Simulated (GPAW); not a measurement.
# InAs (F-43m) in GPAW: further runs, part 2 of 2

GPAW 26.7.0. The steps go on from the part before.

### 3 Equation of state, PW91

run.py reads:

```python
import spglib
from ase import Atoms
from ase.eos import EquationOfState
from ase.io import Trajectory, read
from ase.units import GPa
from gpaw import GPAW, PW, setup_paths

setup_paths.insert(0, '.')

atoms = read('InAs.cif')
cell, positions, numbers = spglib.find_primitive(
    (atoms.cell[:], atoms.get_scaled_positions(), atoms.numbers), symprec=1e-4)
atoms = Atoms(numbers, cell=cell, scaled_positions=positions, pbc=True)

traj = Trajectory('eos.traj', 'w')
volumes, energies = [], []
for x in [0.94, 0.96, 0.98, 1.0, 1.02, 1.04, 1.06]:
    a = atoms.copy()
    a.set_cell(atoms.cell * x**(1 / 3), scale_atoms=True)
    calc = GPAW(mode=PW(600),
                xc='GGA_X_PW91+GGA_C_PW91',
                kpts={'size': (6, 6, 6), 'gamma': True},
                occupations={'name': 'fermi-dirac', 'width': 0.05},
                nbands=18,
                convergence={'density': 1e-05, 'energy': 1e-05},
                maxiter=150,
                txt=f'eos-{x:.2f}.txt')
    a.calc = calc
    energies.append(a.get_potential_energy(force_consistent=True))
    volumes.append(a.get_volume())
    p = -a.get_stress()[:3].mean() / GPa
    calc.write(f'eos-{x:.2f}.gpw')
    traj.write(a)
    print(f'{x:.2f} {volumes[-1]:10.4f} A^3 {energies[-1]:14.6f} eV {p:9.3f} GPa', flush=True)

v0, e0, B = EquationOfState(volumes, energies, eos='birchmurnaghan').fit()
print(f'V0 = {v0:.4f} A^3, E0 = {e0:.6f} eV, B0 = {B / GPa:.2f} GPa')
```

InAs.cif reads:

```cif
data_InAs
_cell_length_a 6.03600000
_cell_length_b 6.03600000
_cell_length_c 6.03600000
_cell_angle_alpha 90.00000000
_cell_angle_beta 90.00000000
_cell_angle_gamma 90.00000000
_space_group_name_H-M_alt 'F-43m'
_space_group_name_Hall 'F -4 2 3'
_space_group_IT_number 216
loop_
_space_group_symop_operation_xyz
'x,y,z'
'y,-x,-z'
'-x,-y,z'
'-y,x,-z'
'x,-y,-z'
'y,x,z'
'-x,y,-z'
'-y,-x,z'
'z,x,y'
'-z,y,-x'
'z,-x,-y'
'-z,-y,x'
'-z,x,-y'
'z,y,x'
'-z,-x,y'
'z,-y,-x'
'y,z,x'
'-x,-z,y'
'-y,z,-x'
'x,-z,-y'
'-y,-z,x'
'x,z,y'
'y,-z,-x'
'-x,z,-y'
'x,y+1/2,z+1/2'
'y,-x+1/2,-z+1/2'
'-x,-y+1/2,z+1/2'
'-y,x+1/2,-z+1/2'
'x,-y+1/2,-z+1/2'
'y,x+1/2,z+1/2'
'-x,y+1/2,-z+1/2'
'-y,-x+1/2,z+1/2'
'z,x+1/2,y+1/2'
'-z,y+1/2,-x+1/2'
'z,-x+1/2,-y+1/2'
'-z,-y+1/2,x+1/2'
'-z,x+1/2,-y+1/2'
'z,y+1/2,x+1/2'
'-z,-x+1/2,y+1/2'
'z,-y+1/2,-x+1/2'
'y,z+1/2,x+1/2'
'-x,-z+1/2,y+1/2'
'-y,z+1/2,-x+1/2'
'x,-z+1/2,-y+1/2'
'-y,-z+1/2,x+1/2'
'x,z+1/2,y+1/2'
'y,-z+1/2,-x+1/2'
'-x,z+1/2,-y+1/2'
'x+1/2,y,z+1/2'
'y+1/2,-x,-z+1/2'
'-x+1/2,-y,z+1/2'
'-y+1/2,x,-z+1/2'
'x+1/2,-y,-z+1/2'
'y+1/2,x,z+1/2'
'-x+1/2,y,-z+1/2'
'-y+1/2,-x,z+1/2'
'z+1/2,x,y+1/2'
'-z+1/2,y,-x+1/2'
'z+1/2,-x,-y+1/2'
'-z+1/2,-y,x+1/2'
'-z+1/2,x,-y+1/2'
'z+1/2,y,x+1/2'
'-z+1/2,-x,y+1/2'
'z+1/2,-y,-x+1/2'
'y+1/2,z,x+1/2'
'-x+1/2,-z,y+1/2'
'-y+1/2,z,-x+1/2'
'x+1/2,-z,-y+1/2'
'-y+1/2,-z,x+1/2'
'x+1/2,z,y+1/2'
'y+1/2,-z,-x+1/2'
'-x+1/2,z,-y+1/2'
'x+1/2,y+1/2,z'
'y+1/2,-x+1/2,-z'
'-x+1/2,-y+1/2,z'
'-y+1/2,x+1/2,-z'
'x+1/2,-y+1/2,-z'
'y+1/2,x+1/2,z'
'-x+1/2,y+1/2,-z'
'-y+1/2,-x+1/2,z'
'z+1/2,x+1/2,y'
'-z+1/2,y+1/2,-x'
'z+1/2,-x+1/2,-y'
'-z+1/2,-y+1/2,x'
'-z+1/2,x+1/2,-y'
'z+1/2,y+1/2,x'
'-z+1/2,-x+1/2,y'
'z+1/2,-y+1/2,-x'
'y+1/2,z+1/2,x'
'-x+1/2,-z+1/2,y'
'-y+1/2,z+1/2,-x'
'x+1/2,-z+1/2,-y'
'-y+1/2,-z+1/2,x'
'x+1/2,z+1/2,y'
'y+1/2,-z+1/2,-x'
'-x+1/2,z+1/2,-y'
loop_
_atom_site_label
_atom_site_type_symbol
_atom_site_symmetry_multiplicity
_atom_site_Wyckoff_symbol
_atom_site_fract_x
_atom_site_fract_y
_atom_site_fract_z
_atom_site_occupancy
In1 In 4 a 0.0000000000 0.0000000000 0.0000000000 1
As1 As 4 c 0.2500000000 0.2500000000 0.2500000000 1
```

Potentials or basis: PAW data sets generated in the run's folder for this functional, pw.

Run with:

```console
> gpaw-setup -f GGA_X_PW91+GGA_C_PW91 As In
> OMP_NUM_THREADS=1 python run.py
```

The log of the run:

```text
__  _  _
 | _ |_)|_||  |
 |__||  | ||/\| - 26.7.0

Input parameters:
  mode=PW(ecut=600.0),
  convergence={'density': 1e-05, 'energy': 1e-05},
  kpts=MonkhorstPack(size=(6, 6, 6), gamma=True),
  maxiter=150,
  nbands=18,
  occupations=Occupations(name='fermi-dirac', width=0.05),
  xc=XC(name='GGA_X_PW91+GGA_C_PW91')

Diagonalizing LCAO Hamiltonian
Converting LCAO to pw mode

           As

       In

Atoms  # Å, Bohr magnetons
|   | symbol |        x |        y |        z |    initial magnetic moments |
|---|--------|----------|----------|----------|-----------------------------|
| 0 |     In | 0.000000 | 0.000000 | 0.000000 | ( 0.0000,  0.0000,  0.0000) |
| 1 |     As | 1.478195 | 1.478195 | 1.478195 | ( 0.0000,  0.0000,  0.0000) |

Unit cell  # Å
| periodic |        x |        y |        z |  lengths |    angles |
|----------|----------|----------|----------|----------|-----------|
|      yes | 0.000000 | 2.956391 | 2.956391 | 4.180968 | 60.000000 |
|      yes | 2.956391 | 0.000000 | 2.956391 | 4.180968 | 60.000000 |
|      yes | 2.956391 | 2.956391 | 0.000000 | 4.180968 | 60.000000 |

Number of symmetries: 24
Symmetry operations  # r_c * U_cc + t_c -> r_c
|    | kind |            matrix            |
|----|------|------------------------------|
|  0 |  E   |  1, 0, 0,  0, 1, 0,  0, 0, 1 |
|  1 |  σ   |  1, 0, 0,  0, 0, 1,  0, 1, 0 |
|  2 |  σ   |  1, 0,-1,  0, 1,-1,  0, 0,-1 |
|  3 |  C3  |  1, 0,-1,  0, 0,-1,  0, 1,-1 |
|  4 |  C3  |  1,-1, 0,  0,-1, 1,  0,-1, 0 |
|  5 |  σ   |  1,-1, 0,  0,-1, 0,  0,-1, 1 |
|  6 |  σ   |  0, 1, 0,  1, 0, 0,  0, 0, 1 |
|  7 |  C3  |  0, 1, 0,  0, 0, 1,  1, 0, 0 |
[... 138 lines left out ...]

xc functional:
  name: GGA_X_PW91+GGA_C_PW91 with 2 nearest neighbor stencil

convergence criteria:
- Maximum integral of absolute [dens]ity change: 1e-05 electrons / valence electron
- Maximum [total energy] change in last 3 cyles: 1e-05 eV / valence electron
- Maximum integral of absolute [eigenst]ate change: 4e-08 eV^2 / valence electron
maximum number of iterations: 150

SCF iterations
|iter     | |      energy | eigst |  dens |
|---------|-|-------------|-------|-------|
|iter:   1| |   -8.047998 | -0.31 |       |
|iter:   2| |   -7.999341 | -2.36 | -1.17 |
|iter:   3| |   -7.805460 | -1.91 | -1.21 |
|iter:   4| |   -7.805955 | -3.31 | -1.80 |
|iter:   5| |   -7.806037 | -4.08 | -2.30 |
|iter:   6| |   -7.806064c| -5.67 | -3.15 |
|iter:   7| |   -7.806067c| -6.61 | -3.60 |
|iter:   8| |   -7.806067c| -8.24c| -4.64 |
|iter:   9| |   -7.806067c| -8.48c| -5.37c|

Converged in 9 steps
Energy contributions relative to reference atoms: (reference = -221515.874918)

Energy contributions:
  Kinetic:          33.323501
  Coulomb:         -29.878101
  Zero:              0.128587
  External:          0.000000
  Xc:              -11.379597
  Entropy:          -0.000915
  Spinorbit:         0.000000
  ----------------------------
  Free energy:      -7.806525
  Extrapolated:     -7.806067

dipole moment: (-23.153883, -23.153883, -23.153883)  # |e|*Ang

Fermi level: 5.617
Eigenvalues  # (at kpt = [0.000, 0.000, 0.000])
| band index |      eig [eV] | occ [0-2] |
|------------|---------------|-----------|
|          0 |        -8.954 |     2.000 |
|          1 |        -8.954 |     2.000 |
|          2 |        -8.954 |     2.000 |
|          3 |        -8.797 |     2.000 |
|          4 |        -8.797 |     2.000 |
|          5 |        -6.807 |     2.000 |
[... 10 lines left out ...]
|         16 |        16.119 |     0.000 |
|         17 |        16.119 |     0.000 |

Gap: 0.097 eV
Transition (v -> c):
  (s=0, k=0, n=8, [0.00, 0.00, 0.00]) -> (s=0, k=0, n=9, [0.00, 0.00, 0.00])
No difference between direct/indirect transitions

Stress tensor  # eV/Ang^3
|         x |         y |         z |
|-----------|-----------|-----------|
| -0.054023 |  0.000000 |  0.000000 |
|  0.000000 | -0.054023 |  0.000000 |
|  0.000000 |  0.000000 | -0.054023 |

# Writing to eos-0.94.gpw (mode='')
```

stdout:

```text
0.94    51.6792 A^3      -7.806525 eV     8.655 GPa
0.96    52.7787 A^3      -7.860122 eV     6.926 GPa
0.98    53.8783 A^3      -7.902423 eV     5.356 GPa
1.00    54.9778 A^3      -7.934399 eV     3.926 GPa
1.02    56.0774 A^3      -7.957099 eV     2.644 GPa
1.04    57.1770 A^3      -7.971428 eV     1.492 GPa
1.06    58.2765 A^3      -7.978268 eV     0.459 GPa
<dir> UserWarning: The minimum volume of your fit is not in your volumes.  You may not have a minimum in your dataset!
  warnings.warn(
V0 = 58.8181 A^3, E0 = -7.979056 eV, B0 = 50.56 GPa
```

eos-0.96.txt:

```text
SCF iterations
|iter     | |      energy | eigst |  dens |
|---------|-|-------------|-------|-------|
|iter:   1| |   -8.095060 | -0.32 |       |
|iter:   2| |   -8.047205 | -2.36 | -1.17 |
|iter:   3| |   -7.859015 | -1.92 | -1.21 |
|iter:   4| |   -7.859502 | -3.33 | -1.81 |
|iter:   5| |   -7.859563 | -4.12 | -2.33 |
[... 32 lines left out ...]
|          6 |         5.282 |     1.562 |
|          7 |         5.293 |     1.483 |
[... 8 lines left out ...]
|         16 |        15.850 |     0.000 |
|         17 |        15.850 |     0.000 |

No gap
No difference between direct/indirect transitions

Stress tensor  # eV/Ang^3
|         x |         y |         z |
|-----------|-----------|-----------|
| -0.043230 | -0.000000 | -0.000000 |
| -0.000000 | -0.043230 |  0.000000 |
| -0.000000 |  0.000000 | -0.043230 |

# Writing to eos-0.96.gpw (mode='')
```

Wall time 69 s (1 thread of Arm Neoverse V1, shared host); peak memory 0.25 GiB.

What came out:

* Equilibrium volume: 29.41 Å³/atom (rough: see the caveat)
* Bulk modulus: 51 GPa (rough)

Energy against volume, from the lowest point:
```tsv
volume (Å³/atom)	energy (meV/atom)
25.840	85.87
26.389	59.07
26.939	37.92
27.489	21.93
28.039	10.58
28.588	3.42
29.138	0.00
```

Caveat: the minimum lies outside the volumes run.

### 4 Comparison with measurements

Step 2. A measured gap of InAs is 0.418 eV (direct; 4.2 K; a printed reference work, data compilation); the calculated 0.00 eV misses it by -0.42 eV. The value is that of PBE, without temperature or zero-point motion. Semilocal functionals fall short of measured gaps as a rule.
